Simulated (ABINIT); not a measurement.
Input of an ABINIT 10.8.3 (patched build) run:

The input run.abi:

```
# Datasets: ground state, then fixed potential
ndtset 2

# Pseudopotentials
pp_dirpath "./"
pseudos "Hf.GGA_PBE-JTH.xml, B.GGA_PBE-JTH.xml"

# Structure
acell 3*1.0
rprim
     5.9337400313     0.0000000000     0.0000000000
    -2.9668700157     5.1387696066     0.0000000000
     0.0000000000     0.0000000000     6.5762469137
ntypat 2
znucl 72 5
natom 3
typat 1 2 2
xred
     0.0000000000     0.0000000000     0.0000000000
     0.6666666667     0.3333333333     0.5000000000
     0.3333333333     0.6666666667     0.5000000000

# Plane-wave basis
ecut 17.0
pawecutdg 34.0

# Exchange and correlation
ixc 15

# Bands and occupations
occopt 3
tsmear 0.00183747

# SCF cycle
nstep 100

# Output
iomode 3
prtwf 0
prteig 0
prtebands 0
enunit 1
prtden1 1

# Dataset 1
kptopt1 1
ngkpt1 10 10 8
nshiftk1 1
shiftk1 0.0 0.0 0.0
nband1 13
tolvrs1 1.0e-9

# Dataset 2: bands along G-M-K-G-A-L-H-A
iscf2 -2
getden2 1
nband2 17
nbdbuf2 2
tolwfr2 1.0e-12
kptopt2 -7
ndivsm2 6
prteig2 1
prtvol2 -3
kptbounds2
     0.0000000000     0.0000000000     0.0000000000
     0.5000000000     0.0000000000     0.0000000000
     0.3333333333     0.3333333333     0.0000000000
     0.0000000000     0.0000000000     0.0000000000
     0.0000000000     0.0000000000     0.5000000000
     0.5000000000     0.0000000000     0.5000000000
     0.3333333333     0.3333333333     0.5000000000
     0.0000000000     0.0000000000     0.5000000000
```

Potentials or basis: JTH PAW PBE v2.0.

The run is started by

```bash
$ abinit run.abi > log 2>&1
```

Problem. What does it give for the band gap on the k mesh?

Solution. None (metal or under the smearing width).

Levels at the corners of the path, in eV from the Fermi level:
```tsv
point	band 5	band 6	band 7	band 8	band 9	band 10	band 11	band 12	band 13	band 14
Γ	-13.72	-2.91	-2.80	-2.80	-2.72	4.16	4.16	4.79	4.79	5.03
M	-9.72	-9.04	-4.04	-3.35	-2.78	2.19	2.85	5.69	5.85	6.36
K	-8.27	-8.27	-7.67	-2.51	-2.51	1.83	1.83	3.57	9.54	9.54
Γ	-13.72	-2.91	-2.80	-2.80	-2.72	4.16	4.16	4.79	4.79	5.03
A	-11.34	-8.30	-1.10	-1.10	0.43	0.43	1.11	1.11	2.36	5.18
L	-10.31	-7.47	-4.88	-4.63	-2.63	4.05	4.30	6.39	7.32	7.50
H	-9.10	-9.10	-5.43	-3.09	-3.09	4.59	5.53	7.04	7.04	7.47
A	-11.34	-8.30	-1.10	-1.10	0.43	0.43	1.11	1.11	2.36	5.18
```

Caveat: spin-orbit coupling is left out, which moves the levels of the heavy elements.
